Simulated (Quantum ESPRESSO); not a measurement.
HgTe and the effect of the dispersion correction

The cell as given:

```xyz
2
Lattice="0.0000 3.2145 3.2145 3.2145 0.0000 3.2145 3.2145 3.2145 0.0000" Properties=species:S:1:pos:R:3 pbc="T T T"
Hg    0.0000    0.0000    0.0000
Te    4.8217    4.8217    4.8217
```

Kept alike: task relaxation of cell and atoms; functional PBEsol; k mesh 7 × 7 × 7; occupations fermi-dirac, width 0.05 eV; no spin polarisation. Program: Quantum ESPRESSO, GBRV 1.5 PBEsol, cutoff 612 eV. The mesh is that of the run's cell of 2 atoms. No spin-orbit coupling.

```csv
dispersion correction,volume (Å³/atom)
D3(zero),33.844
D3(BJ),33.720
D4,33.974
none,34.768
rVV10,33.251
```

The relaxations keep at least the cell's symmetry (F-43m). For a metal such a mesh leaves the last digits unconverged. Relaxations stop with a little pressure left, so the last digits of a volume or edge aren't settled.

**Question.** What does the dispersion correction change here?

**Answer.** The volume runs from 33.251 (rVV10) to 34.768 Å³/atom (none). Against no correction: D3(zero) -2.7 %; D3(BJ) -3.0 %; D4 -2.3 %; rVV10 -4.4 %. Dispersion terms mostly attract and so lower the volume; the schemes' coefficients and damping set how far.
